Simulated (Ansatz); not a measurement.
Relaxation of a periodic cell of 47 atoms, Si$_{16}$NO$_{30}$ (host SiO2, host structure C2/c, dopant N, one O atom removed), cell charge -1, to a largest force component of 0.03 eV/Å in at most 60 steps.

Method: Ansatz 0.2.0, DFT PBEsol, scalar-relativistic, plane waves, PAW. Settings: PAW set soft_1, cutoff 420 eV, k mesh 1x1x2, gaussian smearing 0.05 eV, no spin polarisation.

```xyz
47
Lattice="0.0980 6.1524 6.1548 0.0980 -6.1524 6.1548 7.0666 0.0000 0.0000" Properties=species:S:1:pos:R:3:forces:R:3
Si 4.678 -4.419 6.614 -1.29 0.11 0.98
Si 0.751 1.763 2.664 0.71 0.71 -0.22
Si 6.120 -1.767 5.683 -1.08 2.16 4.07
Si 2.828 -1.725 3.512 1.25 -0.66 0.48
Si 3.662 1.075 3.324 0.36 2.80 1.45
Si 5.244 1.107 5.873 2.57 1.35 -1.11
Si 7.008 -1.137 2.835 0.77 1.39 1.71
Si 5.447 5.091 6.410 1.49 -4.36 -0.38
O 0.021 3.092 3.121 0.48 -0.83 -0.58
O 0.960 -4.478 4.618 -0.71 0.19 -0.78
O 2.800 -1.654 7.712 -1.82 -0.98 -4.00
O 6.832 1.490 5.749 1.42 0.28 0.34
O 2.124 1.503 3.450 -0.18 -0.44 0.58
O 3.931 4.649 6.568 -0.80 -0.08 1.28
O 1.484 -1.570 2.702 -0.42 0.21 -0.72
O 4.261 1.841 2.064 0.69 0.01 -1.95
O 1.201 -4.337 7.242 -0.17 0.34 -0.51
O 6.445 -1.831 4.201 0.78 0.13 -4.08
O 2.515 -1.816 5.075 -0.38 0.41 1.33
O 6.890 0.494 2.916 -0.92 -1.44 0.50
O 5.635 -5.677 6.320 0.75 2.20 -0.14
O 3.843 -0.487 3.219 0.11 -1.40 -0.17
O 5.173 -0.433 6.046 0.04 -4.30 -0.41
Si 1.186 1.790 6.612 -0.33 1.94 -2.34
Si 4.418 1.740 8.767 -1.33 -0.13 -0.53
Si 2.482 4.406 5.763 2.03 -3.19 -4.28
Si 6.499 -1.689 9.670 -1.19 -1.70 0.67
Si 0.222 1.108 9.478 0.68 0.39 0.64
Si 1.762 -5.027 5.888 0.25 0.85 0.57
Si 3.562 -1.141 8.961 1.37 0.83 2.48
Si 1.926 -1.130 6.453 2.63 0.41 -0.31
O 5.389 -3.095 6.137 0.27 0.28 0.06
O 3.612 -3.058 3.133 0.22 -0.37 -0.56
O 4.493 1.673 4.610 -1.09 -0.29 -1.43
O 6.381 4.528 7.728 -2.67 -0.60 -3.43
O 3.323 -4.631 5.757 0.30 0.15 0.03
O 5.750 1.585 9.628 1.01 -0.31 0.64
O 0.401 -1.465 6.549 -1.72 -0.88 0.26
O 5.142 -1.530 8.895 0.18 0.57 -2.01
O 0.830 1.792 8.169 -0.25 0.37 0.98
O 4.768 1.759 7.187 -1.18 1.90 2.70
N 3.019 -1.828 10.253 -2.40 -1.50 5.52
O 6.080 4.344 5.069 -0.42 0.83 2.71
O 3.434 0.493 9.020 0.12 0.94 -0.25
O 2.141 0.488 6.379 0.18 -0.33 -0.51
O 0.396 -0.491 9.390 1.18 2.00 -0.54
O 1.605 5.711 6.006 -1.48 0.07 1.25
```

Q: Where does it end, and by what steps?

A: The run converged. The force dipped under the threshold on the way, but the program's further checks kept it going. Limits of this set-up: coarse k mesh, PAW files made for another functional, no spin, though dangling bonds at a vacancy may carry it, a small cell, in which the defect meets its images, charged cell in a uniform background, uncorrected. After 7 steps the energy has fallen by 3.305 eV; N42 moved furthest, 0.29 Å. Joined: Si24–Si26 (3.04 → 2.59 Å).

```
step  energy less start (eV)  largest force component (eV/Å)  accepted
   0                  0.0000                           5.523       yes
   1                 -2.0397                           2.565       yes
   2                 -3.0835                           0.772       yes
   3                 -3.1648                           0.877       yes
   4                 -3.2846                           0.300       yes
   5                 -3.3025                           0.118       yes
   6                 -3.3046                           0.019       yes
   7                 -3.3046                           0.019       yes
```

```xyz
47
Lattice="0.0980 6.1524 6.1548 0.0980 -6.1524 6.1548 7.0666 0.0000 0.0000" Properties=species:S:1:pos:R:3
Si 4.630 -4.399 6.632
Si 0.727 1.700 2.671
Si 6.176 -1.743 5.698
Si 2.906 -1.670 3.465
Si 3.665 1.201 3.371
Si 5.381 1.187 5.904
Si 7.018 -1.169 2.787
Si 5.389 4.960 6.436
O -0.017 3.058 3.068
O 0.947 -4.549 4.655
O 2.838 -1.582 7.620
O 6.910 1.721 5.785
O 2.062 1.396 3.540
O 3.863 4.456 6.647
O 1.535 -1.490 2.613
O 4.191 1.951 2.045
O 1.156 -4.401 7.246
O 6.493 -1.915 4.118
O 2.572 -1.660 5.042
O 6.795 0.437 2.957
O 5.547 -5.721 6.420
O 3.897 -0.413 3.153
O 5.250 -0.433 5.922
Si 1.272 2.038 6.571
Si 4.386 1.686 8.839
Si 2.480 4.173 5.733
Si 6.472 -1.693 9.636
Si 0.288 1.152 9.453
Si 1.743 -5.148 5.932
Si 3.513 -1.206 9.070
Si 2.007 -0.980 6.397
O 5.419 -3.083 6.155
O 3.610 -3.067 3.113
O 4.521 1.710 4.639
O 6.296 4.407 7.673
O 3.282 -4.643 5.774
O 5.780 1.508 9.650
O 0.463 -1.479 6.537
O 5.130 -1.439 8.784
O 0.896 1.965 8.187
O 4.720 1.768 7.254
N 2.893 -2.085 10.293
O 6.046 4.404 5.069
O 3.388 0.460 9.177
O 2.135 0.645 6.306
O 0.422 -0.461 9.283
O 1.583 5.553 6.101
```

The run took 39 s on 2 threads of Arm Neoverse V2, with other jobs on the host, peak memory 1.1 GiB.
